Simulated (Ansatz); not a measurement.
Runs of Ansatz 0.2.0 on ZrB2. The structure is hexagonal, space group P6/mmm (No. 191). Conventional cell: a = 3.170 Å, b = 3.170 Å, c = 3.533 Å, α = 90.00°, β = 90.00°, γ = 120.00°. Zr (site symmetry 6/mmm) is surrounded by 12 B at 2.54 Å. B (site symmetry -6m2) is surrounded by 3 B at 1.83 Å. 

| task | level | potentials or basis | spin | cell | k mesh | cutoff (eV) | smearing | pressure (GPa) | relaxed volume (Å³/atom) |
| --- | --- | --- | --- | --- | --- | --- | --- | --- | --- |
| relaxation of cell and atoms | BLYP+D4 | all-electron LAPW, scalar-relativistic | off | relaxed | 10 × 10 × 8 | - | fermi-dirac 0.05 eV | 0.0 | (a) |
| relaxation of cell and atoms | PBE | all-electron LAPW, scalar-relativistic | off | relaxed | 10 × 10 × 8 | - | fermi-dirac 0.05 eV | 0.0 | 10.29 |
| single point | PBE | all-electron LAPW, scalar-relativistic | off | as given | 10 × 10 × 8 | 255 | gaussian 0.015 eV | 0.8 | - |
| band structure | PBE | all-electron LAPW, relativistic spinors | SOC, no magnetisation | as given | 7 × 7 × 6 | 262 | fermi-dirac 0.05 eV | 0.8 | - |

Alike in all rows: basis error allowed 0.002 eV/atom.

Estimate the missing entries.

(a) 10.09.

Caveats: the k mesh is thin for a metal, which can move the energy by tens of meV per atom (some runs).
